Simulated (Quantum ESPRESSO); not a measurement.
# MgB2 (P6/mmm) in Quantum ESPRESSO: notebook, part 2 of 2

Quantum ESPRESSO 7.5. Earlier steps stand in the parts before.

### 3 Energy-loss spectrum, PBEsol (volume scaled by 0.8)

pw.in reads:

```
&CONTROL
  calculation = 'scf'
  prefix = 'pwscf'
  outdir = './tmp'
  pseudo_dir = './pseudo'
  tprnfor = .true.
  tstress = .true.
  disk_io = 'low'
/
&SYSTEM
  ibrav = 0
  nat = 3
  ntyp = 2
  ecutwfc = 45
  ecutrho = 360
  nbnd = 14
  occupations = 'smearing'
  smearing = 'mv'
  degauss = 0.01999163
/
&ELECTRONS
  conv_thr = 6d-10
  electron_maxstep = 120
  mixing_beta = 0.5
  diagonalization = 'paro'
  mixing_mode = 'TF'
/
ATOMIC_SPECIES
Mg    24.3050 mg_pbesol_v1.4.uspp.F.UPF
B     10.8100 b_pbesol_v1.4.uspp.F.UPF
CELL_PARAMETERS angstrom
   2.8638603103    0.0000000000    0.0000000000
  -1.4319301552    2.4801757817    0.0000000000
   0.0000000000    0.0000000000    3.2704634922
ATOMIC_POSITIONS angstrom
Mg     0.0000000000    0.0000000000    0.0000000000
B      1.4319301553    0.8267252605    1.6352317461
B     -0.0000000002    1.6534505212    1.6352317461
K_POINTS automatic
6 6 5 0 0 0
```

scf2.in reads:

```
&CONTROL
  calculation = 'scf'
  prefix = 'pwscf'
  outdir = './tmp'
  pseudo_dir = './pseudo'
  tprnfor = .true.
  tstress = .true.
  disk_io = 'low'
/
&SYSTEM
  ibrav = 0
  nat = 3
  ntyp = 2
  ecutwfc = 45
  ecutrho = 360
  nbnd = 14
  occupations = 'smearing'
  smearing = 'mv'
  degauss = 0.01999163
/
&ELECTRONS
  conv_thr = 1d-11
  electron_maxstep = 120
  mixing_beta = 0.5
  diagonalization = 'paro'
  mixing_mode = 'TF'
  startingpot = 'file'
  startingwfc = 'file'
/
ATOMIC_SPECIES
Mg    24.3050 mg_pbesol_v1.4.uspp.F.UPF
B     10.8100 b_pbesol_v1.4.uspp.F.UPF
CELL_PARAMETERS angstrom
   2.8638603103    0.0000000000    0.0000000000
  -1.4319301552    2.4801757817    0.0000000000
   0.0000000000    0.0000000000    3.2704634922
ATOMIC_POSITIONS angstrom
Mg     0.0000000000    0.0000000000    0.0000000000
B      1.4319301553    0.8267252605    1.6352317461
B     -0.0000000002    1.6534505212    1.6352317461
K_POINTS automatic
6 6 5 0 0 0
```

eels.in reads:

```
&LR_INPUT
  prefix = 'pwscf'
  outdir = './tmp'
  restart_step = 5000
  restart = .false.
/
&LR_CONTROL
  calculator = 'lanczos'
  approximation = 'RPA_with_CLFE'
  q1 = 0.04557975247
  q2 = 0
  q3 = 0
  itermax = 300
/
```

spectrum.in reads:

```
&LR_INPUT
  prefix = 'pwscf'
  outdir = './tmp'
  eels = .true.
  itermax0 = 300
  itermax = 20000
  extrapolation = 'osc'
  epsil = 0.05
  units = 1
  start = 0
  end = 40
  increment = 0.2
/
```

Potentials or basis: GBRV 1.5 PBEsol.

Launch:

```
OMP_NUM_THREADS=1 pw.x -in pw.in > pw.out
OMP_NUM_THREADS=1 pw.x -in scf2.in > scf2.out
OMP_NUM_THREADS=1 turbo_eels.x -in eels.in > eels.out
OMP_NUM_THREADS=1 turbo_spectrum.x -in spectrum.in > spectrum.out
```

pw.out:

```text
This program is part of the open-source Quantum ESPRESSO suite
     for quantum simulation of materials; please cite
         "P. Giannozzi et al., J. Phys.:Condens. Matter 21 395502 (2009);
         "P. Giannozzi et al., J. Phys.:Condens. Matter 29 465901 (2017);
         "P. Giannozzi et al., J. Chem. Phys. 152 154105 (2020);
     in publications or presentations arising from this work. More details at

     Message from routine setup:
     using ibrav=0 with symmetry is DISCOURAGED, use correct ibrav instead

     G-vector sticks info
     --------------------
     sticks:   dense  smooth     PW     G-vecs:    dense   smooth      PW
     Sum         733     367    121                18121     6381    1155

     Using Slab Decomposition

     bravais-lattice index     =            0
     lattice parameter (alat)  =       5.4119  a.u.
     unit-cell volume          =     156.7618 (a.u.)^3
     number of atoms/cell      =            3
     number of atomic types    =            2
     number of electrons       =        16.00
[... 173 lines left out ...]

   -62.6997 -29.6785 -29.6556 -29.6556  -2.1948   8.2002  12.1421  12.1421
    13.7331  18.9150  18.9150  22.2000  23.6494  26.8865
[... 98 lines left out ...]
   -62.6873 -29.7194 -29.7194 -29.6781   4.7534   4.7534   5.4149   9.5248
     9.5248  16.6765  25.1247  25.3848  25.3848  28.0816

     the Fermi energy is    11.5169 ev

!    total energy              =    -137.81222584 Ry
     estimated scf accuracy    <          1.6E-11 Ry
     smearing contrib. (-TS)   =      -0.00062772 Ry
     internal energy E=F+TS    =    -137.81159812 Ry

     The total energy is F=E-TS. E is the sum of the following terms:
     one-electron contribution =     -80.04317949 Ry
     hartree contribution      =      44.77006284 Ry
     xc contribution           =     -22.97959908 Ry
     ewald contribution        =     -79.55888238 Ry

     convergence has been achieved in  11 iterations

     Forces acting on atoms (cartesian axes, Ry/au):

     atom    1 type  1   force =    -0.00000000    0.00000000    0.00000000
     atom    2 type  2   force =     0.00000000    0.00000000    0.00000000
     atom    3 type  2   force =     0.00000000    0.00000000   -0.00000000

     Total force =     0.000000     Total SCF correction =     0.000000

     Computing stress (Cartesian axis) and pressure

          total   stress  (Ry/bohr**3)                   (kbar)     P=      457.68
   0.00375488   0.00000000   0.00000000          552.36        0.00        0.00
   0.00000000   0.00375488   0.00000000            0.00      552.36        0.00
   0.00000000   0.00000000   0.00182404            0.00        0.00      268.33

=------------------------------------------------------------------------------=
   JOB DONE.
=------------------------------------------------------------------------------=
```

scf2.out:

```text
This program is part of the open-source Quantum ESPRESSO suite
     for quantum simulation of materials; please cite
         "P. Giannozzi et al., J. Phys.:Condens. Matter 21 395502 (2009);
         "P. Giannozzi et al., J. Phys.:Condens. Matter 29 465901 (2017);
         "P. Giannozzi et al., J. Chem. Phys. 152 154105 (2020);
[... 264 lines left out ...]
   0.00000000   0.00375498   0.00000000            0.00      552.38        0.00
   0.00000000   0.00000000   0.00182408            0.00        0.00      268.33

=------------------------------------------------------------------------------=
   JOB DONE.
=------------------------------------------------------------------------------=
```

Run time: 2.2 min. Hardware: 1 thread of Arm Neoverse V2, shared host; peak memory 0.16 GiB.

Results:

```
Free energy                      : -1875.0309 eV
Pressure                         : 45.8 GPa
Band gap on the k mesh           : none (metal or under the smearing width)
Peak of the energy-loss function : 24.0 eV
```

Stress tensor (GPa, compression positive):
```
55.24  0.00  0.00
 0.00 55.24  0.00
 0.00  0.00 26.83
```

Energy-loss function at q = [0.1, 0.0, 0.0] (Å⁻¹, cartesian):
```tsv
energy (eV)	loss
0.0	0.000
1.8	0.023
3.4	0.082
5.2	0.144
7.0	0.185
8.6	0.207
10.4	0.233
12.2	0.268
13.8	0.318
15.6	0.436
17.4	0.719
19.0	1.170
20.8	1.721
22.4	2.325
24.2	2.894
26.0	1.809
27.6	1.079
29.4	0.815
31.2	0.637
32.8	0.439
34.6	0.304
36.4	0.247
38.0	0.209
39.8	0.151
```

Caveat: the k mesh is coarse (spacing up to 0.42 Å⁻¹), so the values aren't converged; the wave vector is under the mesh spacing, so the intraband response is poorly sampled.

### 4 Wannier functions, LDA

pw.in reads:

```
&CONTROL
  calculation = 'scf'
  prefix = 'pwscf'
  outdir = './tmp'
  pseudo_dir = './pseudo'
  tprnfor = .true.
  tstress = .true.
  disk_io = 'low'
/
&SYSTEM
  ibrav = 0
  nat = 3
  ntyp = 2
  ecutwfc = 45
  ecutrho = 360
  nbnd = 14
  occupations = 'smearing'
  smearing = 'fd'
  degauss = 0.00367493
/
&ELECTRONS
  conv_thr = 6d-10
  electron_maxstep = 120
  mixing_beta = 0.5
/
ATOMIC_SPECIES
Mg    24.3050 mg_lda_v1.4.uspp.F.UPF
B     10.8100 b_lda_v1.4.uspp.F.UPF
CELL_PARAMETERS angstrom
   3.0850000000    0.0000000000    0.0000000000
  -1.5425000000    2.6716883707    0.0000000000
   0.0000000000    0.0000000000    3.5230000000
ATOMIC_POSITIONS crystal
Mg     0.0000000000    0.0000000000    0.0000000000
B      0.6666666667    0.3333333333    0.5000000000
B      0.3333333333    0.6666666667    0.5000000000
K_POINTS automatic
8 8 6 0 0 0
```

nscf.in reads:

```
&CONTROL
  calculation = 'nscf'
  prefix = 'pwscf'
  outdir = './tmp'
  pseudo_dir = './pseudo'
  disk_io = 'low'
/
&SYSTEM
  ibrav = 0
  nat = 3
  ntyp = 2
  ecutwfc = 45
  ecutrho = 360
  nbnd = 25
  occupations = 'smearing'
  smearing = 'fd'
  degauss = 0.00367493
  nosym = .true.
  noinv = .true.
/
&ELECTRONS
  conv_thr = 1d-09
  electron_maxstep = 120
  mixing_beta = 0.5
  diago_full_acc = .true.
/
ATOMIC_SPECIES
Mg    24.3050 mg_lda_v1.4.uspp.F.UPF
B     10.8100 b_lda_v1.4.uspp.F.UPF
CELL_PARAMETERS angstrom
   3.0850000000    0.0000000000    0.0000000000
  -1.5425000000    2.6716883707    0.0000000000
   0.0000000000    0.0000000000    3.5230000000
ATOMIC_POSITIONS crystal
Mg     0.0000000000    0.0000000000    0.0000000000
B      0.6666666667    0.3333333333    0.5000000000
B      0.3333333333    0.6666666667    0.5000000000
K_POINTS crystal
180
  0.00000000   0.00000000   0.00000000 5.55555556e-03
  0.00000000   0.00000000   0.20000000 5.55555556e-03
  0.00000000   0.00000000   0.40000000 5.55555556e-03
  0.00000000   0.00000000   0.60000000 5.55555556e-03
  0.00000000   0.00000000   0.80000000 5.55555556e-03
  0.00000000   0.16666667   0.00000000 5.55555556e-03
[... 172 lines left out ...]
  0.83333333   0.83333333   0.60000000 5.55555556e-03
  0.83333333   0.83333333   0.80000000 5.55555556e-03
```

pw2wan.in reads:

```
&INPUTPP
  prefix = 'pwscf'
  outdir = './tmp'
  seedname = 'w'
  write_mmn = .true.
  write_amn = .true.
/
```

bands.in reads:

```
&CONTROL
  calculation = 'bands'
  prefix = 'pwscf'
  outdir = './tmp'
  pseudo_dir = './pseudo'
  disk_io = 'low'
/
&SYSTEM
  ibrav = 0
  nat = 3
  ntyp = 2
  ecutwfc = 45
  ecutrho = 360
  nbnd = 25
  occupations = 'smearing'
  smearing = 'fd'
  degauss = 0.00367493
/
&ELECTRONS
  conv_thr = 1d-08
  electron_maxstep = 120
  mixing_beta = 0.5
  diago_full_acc = .true.
/
ATOMIC_SPECIES
Mg    24.3050 mg_lda_v1.4.uspp.F.UPF
B     10.8100 b_lda_v1.4.uspp.F.UPF
CELL_PARAMETERS angstrom
   3.0850000000    0.0000000000    0.0000000000
  -1.5425000000    2.6716883707    0.0000000000
   0.0000000000    0.0000000000    3.5230000000
ATOMIC_POSITIONS crystal
Mg     0.0000000000    0.0000000000    0.0000000000
B      0.6666666667    0.3333333333    0.5000000000
B      0.3333333333    0.6666666667    0.5000000000
K_POINTS crystal
96
  0.00000000   0.00000000   0.00000000 1
  0.04166700   0.00000000   0.00000000 1
  0.08333300   0.00000000   0.00000000 1
  0.12500000   0.00000000   0.00000000 1
  0.16666700   0.00000000   0.00000000 1
  0.20833300   0.00000000   0.00000000 1
[... 88 lines left out ...]
  0.33333300   0.33333300   0.44444400 1
  0.33333300   0.33333300   0.50000000 1
```

w.win reads:

```
num_wann = 12
num_bands = 21
guiding_centres = true
dis_froz_max = 10.8
dis_num_iter = 600
dis_mix_ratio = 0.5
dis_conv_tol = 1.0d-9
num_iter = 400
conv_tol = 1.0d-9
conv_window = 4
num_print_cycles = 40
fermi_energy = 8.7958
bands_plot = true
write_hr = true
mp_grid = 6 6 5
exclude_bands = 1-4
begin projections
Mg: s;p
B: s;p
end projections
begin unit_cell_cart
ang
  3.0850000000   0.0000000000   0.0000000000
 -1.5425000000   2.6716883707   0.0000000000
  0.0000000000   0.0000000000   3.5230000000
end unit_cell_cart
begin atoms_frac
Mg   0.0000000000   0.0000000000   0.0000000000
B    0.6666666667   0.3333333333   0.5000000000
B    0.3333333333   0.6666666667   0.5000000000
end atoms_frac
begin kpoint_path
G   0.0000000000   0.0000000000   0.0000000000  M   0.5000000000   0.0000000000   0.0000000000
M   0.5000000000   0.0000000000   0.0000000000  K   0.3333333333   0.3333333333   0.0000000000
K   0.3333333333   0.3333333333   0.0000000000  G   0.0000000000   0.0000000000   0.0000000000
G   0.0000000000   0.0000000000   0.0000000000  A   0.0000000000   0.0000000000   0.5000000000
A   0.0000000000   0.0000000000   0.5000000000  L   0.5000000000   0.0000000000   0.5000000000
L   0.5000000000   0.0000000000   0.5000000000  H   0.3333333333   0.3333333333   0.5000000000
H   0.3333333333   0.3333333333   0.5000000000  A   0.0000000000   0.0000000000   0.5000000000
L   0.5000000000   0.0000000000   0.5000000000  M   0.5000000000   0.0000000000   0.0000000000
K   0.3333333333   0.3333333333   0.0000000000  H   0.3333333333   0.3333333333   0.5000000000
end kpoint_path
bands_num_points = 12
begin kpoints
  0.00000000   0.00000000   0.00000000
  0.00000000   0.00000000   0.20000000
  0.00000000   0.00000000   0.40000000
  0.00000000   0.00000000   0.60000000
  0.00000000   0.00000000   0.80000000
  0.00000000   0.16666667   0.00000000
[... 172 lines left out ...]
  0.83333333   0.83333333   0.60000000
  0.83333333   0.83333333   0.80000000
end kpoints
```

Potentials or basis: GBRV 1.5 LDA.

Launch:

```
OMP_NUM_THREADS=1 pw.x -in pw.in > pw.out
OMP_NUM_THREADS=1 pw.x -in nscf.in > nscf.out
wannier90.x -pp w
OMP_NUM_THREADS=1 pw2wannier90.x -in pw2wan.in > pw2wan.out
wannier90.x w
OMP_NUM_THREADS=1 pw.x -in bands.in > bands.out
```

pw.out:

```text
This program is part of the open-source Quantum ESPRESSO suite
     for quantum simulation of materials; please cite
[... 9 lines left out ...]
     --------------------
     sticks:   dense  smooth     PW     G-vecs:    dense   smooth      PW
     Sum         847     421    127                22655     7997    1401

     Using Slab Decomposition

     bravais-lattice index     =            0
     lattice parameter (alat)  =       5.8298  a.u.
     unit-cell volume          =     195.9522 (a.u.)^3
     number of atoms/cell      =            3
     number of atomic types    =            2
     number of electrons       =        16.00
     number of Kohn-Sham states=           14
     kinetic-energy cutoff     =      45.0000  Ry
     charge density cutoff     =     360.0000  Ry
     scf convergence threshold =      6.0E-10
     mixing beta               =       0.5000
     number of iterations used =            8  plain     mixing
[... 267 lines left out ...]

   -65.6724 -33.1504 -33.1202 -33.1035   1.3961   1.9632   5.2627   6.9269
     7.4769  14.5631  17.3800  17.6215  21.6849  24.1371

          k = 0.1250 0.2165 0.0000 (  1008 PWs)   bands (ev):
[... 96 lines left out ...]
   -65.6720 -33.1432 -33.1325 -33.1029   2.0557   2.5674   4.3284   6.1315
     7.3621  12.6189  18.4807  21.4923  21.6930  22.5533

     the Fermi energy is     8.7958 ev

!    total energy              =    -137.85884405 Ry
     estimated scf accuracy    <          2.3E-11 Ry
     smearing contrib. (-TS)   =      -0.00075868 Ry
     internal energy E=F+TS    =    -137.85808537 Ry

     The total energy is F=E-TS. E is the sum of the following terms:
     one-electron contribution =     -88.79937476 Ry
     hartree contribution      =      47.22668145 Ry
     xc contribution           =     -22.42946804 Ry
     ewald contribution        =     -73.85592402 Ry

     convergence has been achieved in   9 iterations

     Forces acting on atoms (cartesian axes, Ry/au):

     atom    1 type  1   force =     0.00000000    0.00000000    0.00000000
     atom    2 type  2   force =     0.00000000    0.00000000    0.00000000
     atom    3 type  2   force =     0.00000000   -0.00000000    0.00000000

     Total force =     0.000000     Total SCF correction =     0.000000

     Computing stress (Cartesian axis) and pressure

          total   stress  (Ry/bohr**3)                   (kbar)     P=      -71.34
  -0.00048017  -0.00000000   0.00000000          -70.64       -0.00        0.00
  -0.00000000  -0.00048017   0.00000000           -0.00      -70.64        0.00
   0.00000000   0.00000000  -0.00049447            0.00        0.00      -72.74

=------------------------------------------------------------------------------=
   JOB DONE.
=------------------------------------------------------------------------------=
```

w-pp.out:

```text
b_k Directions (Ang^-1)                          |
 |                           -----------------------                          |
 |            No.           x           y           z                         |
 |            ---        --------------------------------                     |
 |             1         0.000000    0.000000    0.356695                     |
 |             2         0.000000    0.391961    0.000000                     |
 |             3         0.339448    0.195980    0.000000                     |
 |             4         0.339448   -0.195980    0.000000                     |
 +----------------------------------------------------------------------------+

 Time to get kmesh              0.092 (sec)
 *============================================================================*
 |                              MEMORY ESTIMATE                               |
 *============================================================================*
 |                        Disentanglement           14.80 Mb                  |
 |                            Wannierise:            9.38 Mb                  |
 |                          plot_wannier:            9.38 Mb                  |
 *----------------------------------------------------------------------------*

 Starting a new Wannier90 calculation ...

 Time to write kmesh            0.114 (sec)

 Exiting... w.nnkp written.
```

Run time: 3.9 min. Hardware: 1 thread of Arm Neoverse N1, shared host; peak memory 0.13 GiB.

What came out:

```
Free energy                   : -1875.6651 eV
Pressure                      : -7.1 GPa
Band gap on the k mesh        : none (metal or under the smearing width)
Total Wannier spread          : 12.12 Å² over 12 functions
RMS miss of the Wannier bands : 0.027 eV
```

Levels at the corners of the path, in eV from the Fermi level:
```tsv
point	band 5	band 6	band 7	band 8	band 9	band 10	band 11	band 12
Γ	-12.28	-2.92	0.36	0.36	1.65	6.27	6.27	8.22
M	-8.38	-7.76	-2.16	0.22	3.06	3.91	5.32	6.99
K	-7.13	-7.13	-5.85	1.80	1.80	6.14	6.14	8.68
Γ	-12.28	-2.92	0.36	0.36	1.65	6.27	6.27	8.22
A	-10.97	-7.42	0.74	0.74	6.62	6.62	7.90	9.85
L	-7.40	-6.83	-3.53	-1.87	-1.32	5.77	8.58	8.83
H	-6.23	-6.23	-5.16	-1.99	-1.99	3.42	11.51	11.87
A	-10.97	-7.42	0.74	0.74	6.62	6.62	7.90	9.85
L	-7.40	-6.83	-3.53	-1.87	-1.32	5.77	8.58	8.83
M	-8.38	-7.76	-2.16	0.22	3.06	3.91	5.32	6.99
K	-7.13	-7.13	-5.85	1.80	1.80	6.14	6.14	8.68
H	-6.23	-6.23	-5.16	-1.99	-1.99	3.42	11.51	11.87
```

Wannier functions:
```csv
function,nearest atom,distance (Å),spread (Å²),on-site energy from the reference level (eV)
1,1 Mg,0.64,1.46,8.06
2,1 Mg,0.55,1.62,9.25
3,1 Mg,0.65,1.44,7.90
4,1 Mg,0.65,1.44,7.89
5,2 B,0.45,0.75,4.73
6,2 B,0.50,0.84,2.71
7,2 B,0.45,0.75,4.74
8,2 B,0.45,0.76,4.72
9,3 B,0.45,0.75,4.69
10,3 B,0.50,0.83,2.61
11,3 B,0.45,0.75,4.69
12,3 B,0.45,0.75,4.66
```

Parts of the spread (Å²): invariant 9.24, diagonal 0.011, off-diagonal 2.87, total 12.12. Against the direct bands the interpolation misses by 27 meV (root mean square) and 304 meV at most, for states up to 1 eV over the reference level.

Caveat: the k mesh is coarse; the Wannier minimisation didn't converge.

### 5 The runs side by side

```tsv
task	level	potentials or basis	cell	k mesh	cutoff (eV)	smearing	iterations	diagonalization	mixing mode	form of the LDA correlation	k mesh for the Wannier functions	other keys	mesh quality	gap on the mesh (eV)	pressure (GPa)
phonons	PBE+D2	SG15 PBE 1.2	as given	8 × 8 × 7	952	methfessel-paxton 0.2 eV	-	-	-	-	-	-	not flagged	none	-5.5
energy-loss spectrum	PBEsol	GBRV 1.5 PBEsol	volume scaled by 0.8	6 × 6 × 5	612	cold 0.272 eV	300	paro	TF	-	-	diagonalization = paro; mixing_mode = TF	coarse	none	45.8
Wannier functions	LDA	GBRV 1.5 LDA	as given	8 × 8 × 6	612	fermi-dirac 0.05 eV	-	-	-	PZ81	6 × 6 × 5	-	coarse	none	-7.1
```

Alike in all rows: no spin polarisation.

Caveats: some runs use coarse meshes; the mesh is thin for the phonons of a metal (some runs); the cell is more than 3 GPa from zero pressure, which shifts response properties (some runs); pairwise dispersion overbinds metals, which lowers pressure and volume (some runs); the wave vector is under the mesh spacing, so the intraband response is poorly sampled (some runs); the Wannier minimisation didn't converge (some runs).

Total energies depend on the potentials used, so only differences within one code and one set of settings carry meaning.
